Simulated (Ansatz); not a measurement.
The system is Al.

```
Al
1.0
     0.00000    2.02481    2.02481
     2.02481    0.00000    2.02481
     2.02481    2.02481    0.00000
Al
1
Direct
  0.00000 0.00000 0.00000
```

* Program: Ansatz 0.2.0
* Task: relaxation of cell and atoms
* Functional: PBEsol
* Potentials or basis: Ansatz PAW
* Cutoff: 420 eV (not typed: the program's choice for these potentials)
* k mesh: 11 × 11 × 11
* Occupations: fermi-dirac, width 0.05 eV
* Spin: no spin polarisation

At the start: volume 16.60 Å³/atom.

How do energy, volume and symmetry change on relaxing?

It ends after 4 steps and the volume is 16.21 Å³/atom (-2.4 %); space group Fm-3m (No. 225, to 0.05 Å).

Step by step:
| step | energy change (eV) | largest force (eV/Å) | volume (Å³) |
| --- | --- | --- | --- |
| 1 | 0.0000 | 0.0000 | 16.60 |
| 2 | -0.0025 | 0.0000 | 16.13 |
| 3 | -0.0026 | 0.0000 | 16.21 |
| 4 | -0.0025 | 0.0000 | 16.21 |

Final structure:
```xyz
1
Lattice="0.0000 2.0087 2.0087 2.0087 0.0000 2.0087 2.0087 2.0087 0.0000" Properties=species:S:1:pos:R:3 pbc="T T T"
Al    0.0000    0.0000    0.0000
```

The cell as given is a measured one (16.60 Å³/atom); PBEsol puts the equilibrium volume -2.4 % from it, thermal expansion not counted.

Caveat: the plane-wave basis is chosen anew once the cell has moved, so the energies of steps on either side of that aren't comparable; the PAW data sets come from PBE, with cores solved anew for the run's functional, which leaves a small shift of forces and pressure.
